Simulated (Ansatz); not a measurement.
Born–Oppenheimer molecular dynamics of a periodic cell of 12 atoms, ZrO$_{2}$ (start crystal ZrO2, start structure P4_2/nmc, volume 1 times the crystal's). It starts from an unrelaxed structure (largest force component 0.17 eV/Å).

Level of theory: DFT PBEsol, scalar-relativistic, plane waves, PAW (Ansatz 0.2.0). Settings: cutoff 420 eV, k mesh 2x2x2, fermi-dirac smearing 0.17 eV, no spin polarisation.

```json
{"ensemble": "NVT, Langevin thermostat", "time step": "1 fs", "steps asked": "200", "set temperature": "2000 K", "friction": "0.02 /fs", "seed": "826503"}
```

Frames 2 fs apart, positions in Å.

Velocities at 110.0 fs (Å/ps):

```
Zr 1.99 -3.15 -8.87
Zr 0.43 -2.96 0.25
O 1.53 -10.85 -15.54
O -22.12 -8.35 8.69
O -2.30 -12.34 2.24
O 8.75 2.36 -3.65
Zr 0.70 4.98 -1.90
Zr 3.49 -1.52 -1.28
O -4.99 11.69 -4.49
O 5.53 11.29 -2.69
O 0.97 6.40 -12.57
O -0.12 2.98 5.30
```

```xyz
12
Lattice="-3.6120 -3.6120 0.0000 3.6120 -3.6120 0.0000 0.0000 0.0000 5.2120" Properties=species:S:1:pos:R:3 time_fs=110.0 energy_less_start_eV=2.023 T=1429
Zr -0.124 -3.774 0.133
Zr 1.871 -2.045 2.501
O 0.388 -1.882 0.833
O -0.213 -1.387 3.527
O 2.000 -4.047 1.223
O 1.691 -3.591 3.977
Zr -0.154 0.022 -0.141
Zr -1.892 -2.046 2.718
O 0.000 -5.524 1.287
O -0.108 -5.367 3.788
O -1.496 -3.728 1.738
O -1.666 -3.669 4.318
12
Lattice="-3.6120 -3.6120 0.0000 3.6120 -3.6120 0.0000 0.0000 0.0000 5.2120" Properties=species:S:1:pos:R:3 time_fs=112.0 energy_less_start_eV=2.170 T=1279
Zr -0.118 -3.781 0.115
Zr 1.868 -2.048 2.501
O 0.388 -1.903 0.800
O -0.246 -1.410 3.539
O 1.991 -4.069 1.228
O 1.702 -3.586 3.975
Zr -0.151 0.030 -0.144
Zr -1.885 -2.049 2.715
O -0.010 -5.502 1.275
O -0.094 -5.352 3.782
O -1.493 -3.714 1.721
O -1.671 -3.660 4.326
12
Lattice="-3.6120 -3.6120 0.0000 3.6120 -3.6120 0.0000 0.0000 0.0000 5.2120" Properties=species:S:1:pos:R:3 time_fs=114.0 energy_less_start_eV=2.233 T=1273
Zr -0.112 -3.786 0.098
Zr 1.863 -2.051 2.500
O 0.391 -1.924 0.769
O -0.266 -1.438 3.550
O 1.978 -4.094 1.238
O 1.706 -3.580 3.974
Zr -0.151 0.037 -0.146
Zr -1.879 -2.053 2.715
O -0.021 -5.481 1.263
O -0.075 -5.339 3.773
O -1.492 -3.700 1.704
O -1.693 -3.649 4.332
12
Lattice="-3.6120 -3.6120 0.0000 3.6120 -3.6120 0.0000 0.0000 0.0000 5.2120" Properties=species:S:1:pos:R:3 time_fs=116.0 energy_less_start_eV=2.219 T=1280
Zr -0.106 -3.788 0.081
Zr 1.858 -2.056 2.495
O 0.395 -1.946 0.743
O -0.278 -1.469 3.555
O 1.967 -4.119 1.247
O 1.715 -3.563 3.966
Zr -0.153 0.042 -0.149
Zr -1.873 -2.057 2.715
O -0.036 -5.462 1.260
O -0.059 -5.328 3.769
O -1.491 -3.688 1.687
O -1.727 -3.633 4.331
12
Lattice="-3.6120 -3.6120 0.0000 3.6120 -3.6120 0.0000 0.0000 0.0000 5.2120" Properties=species:S:1:pos:R:3 time_fs=118.0 energy_less_start_eV=2.142 T=1665
Zr -0.096 -3.788 0.062
Zr 1.852 -2.063 2.490
O 0.399 -1.971 0.718
O -0.286 -1.498 3.555
O 1.962 -4.129 1.255
O 1.720 -3.533 3.957
Zr -0.153 0.049 -0.151
Zr -1.869 -2.061 2.713
O -0.056 -5.448 1.258
O -0.043 -5.319 3.768
O -1.492 -3.681 1.673
O -1.772 -3.612 4.322
12
Lattice="-3.6120 -3.6120 0.0000 3.6120 -3.6120 0.0000 0.0000 0.0000 5.2120" Properties=species:S:1:pos:R:3 time_fs=120.0 energy_less_start_eV=2.054 T=1814
Zr -0.083 -3.788 0.040
Zr 1.847 -2.070 2.484
O 0.411 -1.992 0.697
O -0.287 -1.526 3.552
O 1.951 -4.129 1.267
O 1.718 -3.496 3.947
Zr -0.155 0.056 -0.151
Zr -1.867 -2.062 2.709
O -0.079 -5.436 1.256
O -0.028 -5.313 3.767
O -1.492 -3.676 1.661
O -1.828 -3.595 4.308
12
Lattice="-3.6120 -3.6120 0.0000 3.6120 -3.6120 0.0000 0.0000 0.0000 5.2120" Properties=species:S:1:pos:R:3 time_fs=122.0 energy_less_start_eV=1.973 T=1919
Zr -0.067 -3.787 0.019
Zr 1.844 -2.077 2.481
O 0.427 -2.006 0.677
O -0.274 -1.557 3.547
O 1.940 -4.116 1.281
O 1.716 -3.449 3.938
Zr -0.158 0.064 -0.151
Zr -1.864 -2.059 2.706
O -0.103 -5.427 1.250
O -0.016 -5.316 3.761
O -1.490 -3.673 1.655
O -1.883 -3.587 4.288
12
Lattice="-3.6120 -3.6120 0.0000 3.6120 -3.6120 0.0000 0.0000 0.0000 5.2120" Properties=species:S:1:pos:R:3 time_fs=124.0 energy_less_start_eV=1.928 T=2403
Zr -0.052 -3.789 -0.003
Zr 1.841 -2.083 2.478
O 0.453 -2.016 0.658
O -0.245 -1.593 3.537
O 1.927 -4.096 1.298
O 1.706 -3.401 3.944
Zr -0.161 0.068 -0.152
Zr -1.862 -2.054 2.702
O -0.130 -5.426 1.243
O 0.002 -5.327 3.750
O -1.493 -3.676 1.648
O -1.932 -3.576 4.263
12
Lattice="-3.6120 -3.6120 0.0000 3.6120 -3.6120 0.0000 0.0000 0.0000 5.2120" Properties=species:S:1:pos:R:3 time_fs=126.0 energy_less_start_eV=1.998 T=2272
Zr -0.038 -3.792 -0.028
Zr 1.837 -2.086 2.477
O 0.479 -2.023 0.639
O -0.207 -1.631 3.532
O 1.910 -4.067 1.320
O 1.687 -3.352 3.958
Zr -0.161 0.070 -0.154
Zr -1.858 -2.047 2.700
O -0.164 -5.427 1.232
O 0.018 -5.340 3.745
O -1.499 -3.679 1.640
O -1.969 -3.561 4.243
12
Lattice="-3.6120 -3.6120 0.0000 3.6120 -3.6120 0.0000 0.0000 0.0000 5.2120" Properties=species:S:1:pos:R:3 time_fs=128.0 energy_less_start_eV=2.193 T=2397
Zr -0.025 -3.794 -0.053
Zr 1.832 -2.094 2.477
O 0.507 -2.021 0.620
O -0.165 -1.662 3.532
O 1.890 -4.036 1.343
O 1.675 -3.312 3.969
Zr -0.160 0.069 -0.153
Zr -1.853 -2.040 2.696
O -0.207 -5.433 1.222
O 0.033 -5.361 3.737
O -1.506 -3.677 1.633
O -2.002 -3.554 4.228
12
Lattice="-3.6120 -3.6120 0.0000 3.6120 -3.6120 0.0000 0.0000 0.0000 5.2120" Properties=species:S:1:pos:R:3 time_fs=130.0 energy_less_start_eV=2.449 T=2216
Zr -0.009 -3.793 -0.079
Zr 1.828 -2.104 2.476
O 0.532 -2.005 0.596
O -0.126 -1.678 3.537
O 1.873 -4.005 1.370
O 1.665 -3.275 3.981
Zr -0.163 0.070 -0.150
Zr -1.849 -2.033 2.691
O -0.241 -5.451 1.211
O 0.040 -5.379 3.727
O -1.519 -3.671 1.619
O -2.028 -3.554 4.211
12
Lattice="-3.6120 -3.6120 0.0000 3.6120 -3.6120 0.0000 0.0000 0.0000 5.2120" Properties=species:S:1:pos:R:3 time_fs=132.0 energy_less_start_eV=2.707 T=2169
Zr 0.008 -3.792 -0.105
Zr 1.823 -2.110 2.471
O 0.552 -1.985 0.572
O -0.086 -1.697 3.541
O 1.857 -3.976 1.399
O 1.655 -3.242 4.004
Zr -0.166 0.071 -0.147
Zr -1.845 -2.029 2.683
O -0.261 -5.477 1.201
O 0.042 -5.399 3.719
O -1.532 -3.657 1.600
O -2.040 -3.561 4.194
```

Of the whole run (200 fs, mean temperature of the second half 1856 K): A run of 0.2 ps of so small a system gives no equilibrium averages. Limits of this set-up: coarse k mesh.

The run took 9.7 min on 1 thread of Arm Neoverse V2 (shared host), peak memory 0.45 GiB.
